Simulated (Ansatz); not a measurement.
# HfO2 (Fm-3m): relaxing the cell for a phonon run

Aim: bring HfO2 (Fm-3m) to small forces and stress, as phonons need.

Method: DFT PBEsol, scalar-relativistic, plane waves, PAW; PAW set soft_1, in Ansatz 0.2.0.

### Step 1. The structure

Symmetry: Fm-3m, No. 225, cubic system. The conventional cell has a = 5.115 Å, b = 5.115 Å, c = 5.115 Å, α = 90.00°, β = 90.00°, γ = 90.00°. Nearest to Hf lie 8 O at 2.21 Å. O has 4 Hf at 2.21 Å nearest. Farther neighbours and most contacts between anions are not listed.

### Step 2. A coarse first look

A quick single point on a coarse mesh tells whether the cell has a gap and how far it is from rest, which sets the k mesh and smearing that follow.

Contents of input.yaml:

```yaml
crystal:
  lattice:
    - [0.0, 2.5575, 2.5575]
    - [2.5575, 0.0, 2.5575]
    - [2.5575, 2.5575, 0.0]
  atoms:
    - { symbol: Hf, position: [0.0, 0.0, 0.0] }
    - { symbol: O, position: [0.25, 0.25, 0.25] }
    - { symbol: O, position: [0.75, 0.75, 0.75] }
kpoints:
  mp_grid: { grid: [6, 6, 6] }
hamiltonian:
  xc: pbesol
  pseudopotentials: { kind: paw, azcp: { folder: soft_1 }, xc_functional: pbe }
scf:
  occupations: { method: gaussian, width: 0.1 }
output:
  forces: true
  stress: true
  eigenvalues: true
```

Run with:

```bash
> ansatz run input.yaml --threads 4 --pin off --max-ram 16384MiB --backend cpu --events-out ev --progress --plain --runs-dir out
```

Numbers of over 12 decimals in the logs are rounded to 6 here.

What it wrote:

```text
Engine: ansatz 0.2.0, x86_64-unknown-linux-gnu
Pseudopotentials: kind: paw
Pseudopotential: Hf, paw, valence charge 26, recommended cutoff 420 eV (normal), soft_1/Hf.paw.azcp
Pseudopotential: O, paw, valence charge 6, recommended cutoff 420 eV (normal), soft_1/O.paw.azcp
Functional definition: PBEsol
  exchange = pbesol_x
  correlation = pbesol_c
Crystal: 3 atoms, lattice volume = 33.456 Å³
[...]
--- Band table (eV; the first three rows and the last of 16) ---
  k-point 0: bands = [... 15 lower, 8.8868, 13.5598, 13.5598, 13.5598, 17.8960, 17.8960, 19.5616, 24.2677]
  k-point 1: bands = [... 15 lower, 9.5880, 12.7962, 13.1038, 13.1038, 18.3344, 18.3344, 20.5250, 23.2436]
  k-point 2: bands = [... 15 lower, 10.8875, 11.6069, 12.5036, 12.5036, 18.6830, 18.6830, 20.7476, 23.3510]
  k-point 15: bands = [... 15 lower, 11.1516, 12.0973, 12.7186, 14.0249, 18.4370, 19.3181, 20.7119, 21.3881]
[key lines of the parts left out:]
SCF converged after 8 iterations
Free energy (F): -16725.806100 eV
Fermi energy:    15.969269 eV
P = ⅓ Tr σ = -10.0902 GPa (-100.902 kbar)
```

It took 0.38 s on 4 threads of Intel Xeon 6975P-C (Granite Rapids), shared host; peak memory 0.34 GiB; 0.84 s of CPU time.

A gap read on the k-mesh alone can miss the band edges.

Numbers from this step:

- pressure: -10.09 GPa
- gap on the k-mesh: 3.591 eV
- volume per atom: 11.15 Å³
- direct gap on mesh: 3.591 eV

The coarse mesh shows a gap of 3.59 eV and a pressure of -10.1 GPa.

### Step 3. Rough relaxation

A rough relaxation comes first, because large forces or stress need no tight tolerances yet.

input.yaml, as its differences from that of step 2:

```diff
@@ -20 +20,6 @@
   eigenvalues: true
+relax:
+  adjacent_minimum: "off"
+  f_tol: 0.05
+  max_steps: 80
+  cell: { stress_tol: 0.5 }
```

What it wrote:

```text
[...]
Crystal: 3 atoms, lattice volume = 33.456 Å³
Basis set: ecut = 420 eV, 645 PW (Γ), exchange–correlation on 50×50×50 points (8 copies of the dense FFT grid, shifted against one another)
Bands: 23, of which v1, the nominal top of the filled ones, is band 19 counted from 1 (18 counted from 0)
Symmetry: 48 space group operations
[...]
k-points: 16 of 216
[...]
F+E_penalty+E_count = -16725.85042707 eV   max|allowed force component| = 8.963e-18 eV/Å   (the final SCF, on the basis selected at the relaxed cell)
  cell:  # Å, volume = 32.1403 Å³
    - [0, 2.523520, 2.523520]
    - [2.523520, 0, 2.523520]
    - [2.523520, 2.523520, 0]
  atoms:
    - { symbol: Hf, position: [0, 0, 0] }
    - { symbol: O, position: [0.25, 0.25, 0.25] }
    - { symbol: O, position: [0.750000, 0.750000, 0.750000] }
[key lines of the parts left out:]
SCF converged after 5 iterations
Free energy (F): -16725.850427 eV
Fermi energy:    16.781225 eV
P = ⅓ Tr σ = -0.3897 GPa (-3.897 kbar)
```

Elapsed: 1 s, on 4 threads; peak memory 0.36 GiB; 2.6 s of CPU time.

The steps of the relaxation:

```
step  energy less that of the first step (eV)  largest force component (eV/Å)  pressure (GPa)  volume (Å³)
   1                                   0.0000                          0.0000          -10.09        33.46
   2                                  -0.0473                          0.0000            2.67        31.81
   3                                  -0.0485                          0.0000           -0.17        32.14
  4*                                  -0.0443                          0.0000           -0.39        32.14
```

Relaxation steps marked * repeat the geometry before them on a plane-wave basis chosen anew for their cell, so energy and pressure can jump there.

Forces are held to the 48 operations that the run works with; a distortion that breaks them can't arise in this run.

```
conventional cell, symmetrised  before  after  change
                         a (Å)   5.115  5.047  -1.3 %
                         b (Å)   5.115  5.047  -1.3 %
                         c (Å)   5.115  5.047  -1.3 %
              volume (Å³/atom)   11.15  10.71  -3.9 %
```

Final coordinates:

```
Hf O
1.0
     0.00000    2.52352    2.52352
     2.52352    0.00000    2.52352
     2.52352    2.52352    0.00000
Hf O
1 2
Direct
  0.00000 0.00000 0.00000
  0.25000 0.25000 0.25000
  0.75000 0.75000 0.75000
```

Numbers from this step:

```yaml
pressure: -0.3897 GPa
gap_on_the_k_mesh: 3.684 eV
volume_per_atom: 10.71 Å³
direct_gap_on_mesh: 3.684 eV
```

In this step the volume went from 11.15 to 10.71 Å³/atom.

### Step 4. Relaxation

Harmonic phonons are second derivatives at a point where the forces vanish, and they are wanted at zero stress, so atoms and cell are relaxed first.

Contents of input.yaml:

```yaml
crystal:
  lattice:
    - [0.0, 2.523519732, 2.523519732]
    - [2.523519732, 0.0, 2.523519732]
    - [2.523519732, 2.523519732, 0.0]
  atoms:
    - { symbol: Hf, position: [0.0, 0.0, 0.0] }
    - { symbol: O, position: [0.25, 0.25, 0.25] }
    - { symbol: O, position: [0.75, 0.75, 0.75] }
kpoints:
  mp_grid: { grid: [8, 8, 8] }
hamiltonian:
  xc: pbesol
  pseudopotentials: { kind: paw, azcp: { folder: soft_1 }, xc_functional: pbe }
scf:
  occupations: { method: gaussian, width: 0.02 }
output:
  forces: true
  stress: true
  eigenvalues: true
  write_density: true
  write_potential: true
  elf: true
  volumetric_format: npy
relax:
  adjacent_minimum: "off"
  f_tol: 0.005
  max_steps: 80
  cell: { stress_tol: 0.05 }
```

What it wrote:

```text
[...]
Crystal: 3 atoms, lattice volume = 32.140 Å³
Basis set: ecut = 420 eV, 609 PW (Γ), exchange–correlation on 48×48×48 points (8 copies of the dense FFT grid, shifted against one another)
Bands: 23, of which v1, the nominal top of the filled ones, is band 19 counted from 1 (18 counted from 0)
[... 1 set-up line as in the run before ...]
[...]
k-points: 29 of 512
[...]
SCF iter   1: F=—  HF=-16726.434429 eV  |F-HF|=—  |Δ(HF+E_count)|=         —  Δρ=9.04e-2  dr2=1.92e0  ethr=3.10e-3  ⟨swp⟩=5.0  Hψ=2548  notcnv=0
[...]
SCF iter   8: F=-16725.850596 eV  HF=-16725.850596 eV  |F-HF|=5.29e-9  |Δ(HF+E_count)|=   3.94e-8  Δρ=4.67e-6  dr2=3.61e-9  ethr=1.34e-10  ⟨swp⟩=5.9  Hψ=4471  notcnv=0
SCF 1 converged in 8 iterations: F = -16725.850596 eV  dr2 = 3.61e-9
[...]
relax step   1: F+E_penalty+E_count = -16725.85059575 eV  Δ(F+E_penalty+E_count) = +0.000e0 eV  max|allowed force component| = 2.698e-18 eV/Å  Δτ_max = 0.0000 Å  P = -0.395 GPa  Ω = 32.140 Å³  (8 SCF iters, dr2 threshold 1.00e-7 eV, accepted)
Crystal: 3 atoms, lattice volume = 32.085 Å³
[...]
SCF iter   4: F=-16725.850870 eV  HF=-16725.850870 eV  |F-HF|=1.59e-8  |Δ(HF+E_count)|=   1.35e-7  Δρ=1.21e-5  dr2=2.42e-8  ethr=7.89e-10  ⟨swp⟩=10.2  Hψ=5319  notcnv=0
SCF 2 converged in 4 iterations: F = -16725.850870 eV  dr2 = 2.42e-8
relax step   2: F+E_penalty+E_count = -16725.85086995 eV  Δ(F+E_penalty+E_count) = -2.742e-4 eV  max|allowed force component| = 1.870e-17 eV/Å  Δτ_max = 0.0000 Å  P = +0.069 GPa  Ω = 32.085 Å³  energy of the carried Pulay correction = +2.181e-4 eV  (4 SCF iters, dr2 threshold 3.00e-7 eV, accepted)
Crystal: 3 atoms, lattice volume = 32.094 Å³
[...]
SCF iter   4: F=-16725.850839 eV  HF=-16725.850839 eV  |F-HF|=1.78e-10  |Δ(HF+E_count)|=   4.53e-9  Δρ=1.08e-6  dr2=2.75e-10  ethr=3.15e-11  ⟨swp⟩=7.3  Hψ=3874  notcnv=0
SCF 3 converged in 4 iterations: F = -16725.850839 eV  dr2 = 2.75e-10
relax step   3: F+E_penalty+E_count = -16725.85083921 eV  Δ(F+E_penalty+E_count) = +3.074e-5 eV  max|allowed force component| = 2.217e-17 eV/Å  Δτ_max = 0.0000 Å  P = -0.001 GPa  Ω = 32.094 Å³  energy of the carried Pulay correction = +1.856e-4 eV  (4 SCF iters, dr2 threshold 1.20e-8 eV, accepted)
[...]
SCF iter   4: F=-16725.850651 eV  HF=-16725.850651 eV  |F-HF|=0.00e0  |Δ(HF+E_count)|=  2.22e-10  Δρ=4.91e-7  dr2=2.81e-11  ethr=1.00e-12  ⟨swp⟩=6.0  Hψ=4083  notcnv=0
SCF 4 converged in 4 iterations: F = -16725.850651 eV  dr2 = 2.81e-11
relax step   4: F+E_penalty+E_count = -16725.85065146 eV  Δ(F+E_penalty+E_count) = +1.878e-4 eV  max|allowed force component| = 2.082e-17 eV/Å  Δτ_max = 0.0000 Å  P = -0.011 GPa  Ω = 32.094 Å³  stress off target by 1.14e-2 GPa  SCF on the basis re-selected at this cell (its energy is not comparable with the rows above)  (4 SCF iters)
[...]
SCF converged after 4 iterations
Free energy (F): -16725.850651 eV
[...]
Internal energy: -16725.850651 eV  (E = F + TS)
E sigma→0 (E₀):  -16725.850651 eV
Fermi energy:    16.811191 eV
[...]
--- Stress (GPa, compression-positive) ---
       -0.011386      -0.000000      -0.000000
       -0.000000      -0.011386      -0.000000
       -0.000000      -0.000000      -0.011386
  P = ⅓ Tr σ = -0.0114 GPa (-0.114 kbar)
--- Band table (eV; the first three rows and the last of 29) ---
  k-point 0: bands = [... 15 lower, 9.4153, 14.3334, 14.3334, 14.3334, 18.7749, 18.7749, 20.6733, 25.5690]
  k-point 1: bands = [... 15 lower, 9.8682, 13.8613, 14.0316, 14.0316, 19.0811, 19.0811, 21.2879, 24.8247]
  k-point 2: bands = [... 15 lower, 10.8969, 12.9259, 13.4926, 13.4926, 19.5337, 19.5337, 21.9314, 24.2569]
  k-point 28: bands = [... 15 lower, 12.3095, 12.3095, 13.4781, 14.7527, 19.7363, 20.1000, 22.1272, 22.1272]
--- Relaxed structure (3 steps of the walk, 3 accepted, 1 SCFs on fresh bases) ---
[...]
cell:  # Å, volume = 32.0936 Å³
    - [0, 2.522296, 2.522296]
    - [2.522296, 0, 2.522296]
    - [2.522296, 2.522296, 0]
  atoms:
    - { symbol: Hf, position: [0, 0, 0] }
    - { symbol: O, position: [0.250000, 0.250000, 0.250000] }
    - { symbol: O, position: [0.75, 0.75, 0.75] }
```

Wall time 1.3 s (4 threads); peak memory 0.38 GiB.

Little changed from the start: no atom moved by 0.005 Å and no cell edge by 0.1 %.

Numbers from this step:

| Quantity | Value |
| --- | --- |
| pressure | -0.01139 GPa |
| gap on the k-mesh | 3.688 eV |
| volume per atom | 10.70 Å³ |
| direct gap on mesh | 3.688 eV |

ELF in the ac plane of a cell with a along [110], b along [-110] and c along [001] of the cube at fractional y = 0.000, with atoms of Hf and O within 0.2 Å of it. It is the smooth field of the valence electrons, not physical close to the nuclei.

Ten even steps from '_' (0.02) to '@' (0.85), each cell a mean:
```
@@@@++::--==----##@@@@@@++::--==----##@@
%%**--++%%%%##====##%%**--++%%%%##====##
::..--%%%%##@@**::::::..--%%%%##@@**::::
__..++@@**++%%##::____..++@@**++%%##::__
__..++%%%%%%@@##::____..++%%%%%%@@##::__
____::++####**==..______::++####**==..__
______........____________........______
____..::====--::________..::====--::____
____--##%%%%%%++::______--##%%%%%%++::__
__..++@@%%##%%##--____..++@@%%##%%##--__
__..++%%##++%%##::____..++%%##++%%##::__
++----##%%%%@@++::==++----##%%%%@@++::==
@@%%====**##++::**@@@@%%====**##++::**@@
@@@@++........--%%@@@@@@++........--%%@@
```
Columns run along a (7.1 Å), rows up along c (5.0 Å), edges of the conventional cell, whose origin can differ from the input's. Atoms in or near the plane, at fractional coordinates: Hf at (0.00, 0.00), Hf at (0.50, 0.00), O at (0.25, 0.25), O at (0.75, 0.25), O at (0.25, 0.75), O at (0.75, 0.75).

Electrostatic potential energy in the ac plane of a cell with a along [110], b along [-110] and c along [001] of the cube at fractional y = 0.000, with atoms of Hf and O within 0.2 Å of it. With pseudopotentials it is smooth inside the atoms' cores, unlike the true potential.

Ten even steps from '_' (-26 eV) to '@' (19 eV), each cell a mean:
```
--::==##@@@@%%**::::--::==##@@@@%%**::::
::--**%%**++####==::::--**%%**++####==::
++**%%++..__--%%##**++**%%++..__--%%##**
%%@@@@++____::%%@@%%%%@@@@++____::%%@@%%
@@@@@@##--::++@@@@@@@@@@@@##--::++@@@@@@
@@@@@@@@%%%%@@@@@@@@@@@@@@@@%%%%@@@@@@@@
@@@@@@@@@@@@@@@@@@@@@@@@@@@@@@@@@@@@@@@@
@@@@@@@@@@@@@@@@@@@@@@@@@@@@@@@@@@@@@@@@
@@@@@@@@**++%%@@@@@@@@@@@@@@**++%%@@@@@@
@@@@@@**..__--%%@@@@@@@@@@**..__--%%@@@@
##%%%%++____::%%%%####%%%%++____::%%%%##
--++####--::++%%**==--++####--::++%%**==
::::++%%%%%%%%**--::::::++%%%%%%%%**--::
==::--##@@@@%%++::--==::--##@@@@%%++::--
```
Columns run along a (7.1 Å; values clipped at the 3rd and 97th percentile), rows up along c (5.0 Å), edges of the conventional cell, whose origin can differ from the input's. Atoms in or near the plane, at fractional coordinates: Hf at (0.00, 0.00), Hf at (0.50, 0.00), O at (0.25, 0.25), O at (0.75, 0.25), O at (0.25, 0.75), O at (0.75, 0.75).

Valence density in the ac plane of a cell with a along [110], b along [-110] and c along [001] of the cube at fractional y = 0.000, with atoms of Hf and O within 0.2 Å of it. It is the smooth field of the valence electrons, not physical close to the nuclei.

Ten steps, logarithmic in the rise over the least value, from '_' (0 e/Å³) to '@' (47 e/Å³), each cell a mean:
```
@@**--..........++%%@@**--..........++%%
++--..::----::..::++++--..::----::..::++
......--++++==::..........--++++==::....
____..--++**==::________..--++**==::____
______::====--..__________::====--..____
______....::..____________....::..______
________________________________________
________....________________....________
______..::--::..__________..::--::..____
____..--++++==..________..--++++==..____
____..--++**==::________..--++**==::____
--::..::====--....::--::..::====--....::
##++::..::::....--**##++::..::::....--**
@@##--..______..++@@@@##--..______..++@@
```
Columns run along a (7.1 Å), rows up along c (5.0 Å), edges of the conventional cell, whose origin can differ from the input's. Atoms in or near the plane, at fractional coordinates: Hf at (0.00, 0.00), Hf at (0.50, 0.00), O at (0.25, 0.25), O at (0.75, 0.25), O at (0.25, 0.75), O at (0.75, 0.75).

In this step the volume went from 10.71 to 10.70 Å³/atom.

### Step 5. Tight relaxation

Phonons need a cell at rest on their own settings, so the relaxation is repeated with tight tolerances on forces and stress on the k mesh and occupations of the first response run.

input.yaml, the sections that differ from step 4:

```yaml
crystal:
  lattice:
    - [0.0, 2.5222960033, 2.5222960033]
    - [2.5222960033, 0.0, 2.5222960033]
    - [2.5222960033, 2.5222960033, 0.0]
  atoms:
    - { symbol: Hf, position: [0.0, 0.0, 0.0] }
    - { symbol: O, position: [0.25, 0.25, 0.25] }
    - { symbol: O, position: [0.75, 0.75, 0.75] }
scf:
  occupations: { method: fixed }
output:
  forces: true
  stress: true
  eigenvalues: true
relax:
  adjacent_minimum: "off"
  f_tol: 0.001
  max_steps: 60
  cell: { stress_tol: 0.01 }
# kpoints, hamiltonian: as in step 4
```

What it wrote:

```text
[...]
Crystal: 3 atoms, lattice volume = 32.094 Å³
Basis set: ecut = 420 eV, 609 PW (Γ), exchange–correlation on 48×48×48 points (8 copies of the dense FFT grid, shifted against one another)
Bands: 23, of which v1, the nominal top of the filled ones, is band 19 counted from 1 (18 counted from 0)
[... 1 set-up line as in the run before ...]
[...]
k-points: 29 of 512
[...]
k-point 28: bands = [... 15 lower, 12.3103, 12.3103, 13.4790, 14.7536, 19.7374, 20.1012, 22.1286, 22.1286]
--- Relaxed structure (2 steps of the walk, 2 accepted, 1 SCFs on fresh bases) ---
[...]
cell:  # Å, volume = 32.0920 Å³
    - [0, 2.522254, 2.522254]
    - [2.522254, 0, 2.522254]
    - [2.522254, 2.522254, 0.0]
  atoms:
    - { symbol: Hf, position: [0, 0, 0] }
    - { symbol: O, position: [0.25, 0.25, 0.25] }
    - { symbol: O, position: [0.75, 0.75, 0.75] }
[key lines of the parts left out:]
SCF converged after 6 iterations
Free energy (F): -16725.850658 eV
Fermi energy:    14.968270 eV
P = ⅓ Tr σ = 0.0017 GPa (0.017 kbar)
```

Elapsed: 0.93 s, on 4 threads; peak memory 0.38 GiB; 2.6 s of CPU time.

Little changed from the start: no atom moved by 0.005 Å and no cell edge by 0.1 %.

Numbers from this step:

| Item | Value |
| --- | --- |
| pressure | 0.001679 GPa |

The forces vanish by symmetry and the pressure is 0.002 GPa, within the tolerances set. The cell now holds 10.70 Å³/atom.

### Step 6. Summary of results

```yaml
space_group_after_relaxation_within_0p01_a: Fm-3m
lattice_constant_a: 5.045 Å
lattice_constant_b: 5.045 Å
lattice_constant_c: 5.045 Å
volume_per_atom: 10.7 Å³
gap_on_the_k_mesh: 3.69 eV
```

**Reading.** The forces vanish by symmetry and the pressure is 0.002 GPa, within the tolerances set. The cell now holds 10.70 Å³/atom. The relaxation keeps the symmetry of its start, so it says nothing on stability against lower symmetry. Spin-orbit coupling is left out, which can matter for the heavy elements here. The PAW files were made for PBE and serve the other functionals too.

[Logs are printed without paths, hosts, clocks, repeated set-up lines and the standing remarks that a program may print on its own settings, such as how far it seeks lower states.]

[Hosts, paths, dates, database ids (printed as entryN), source tags and the programs' standing remarks are cut or masked in the printed files.]
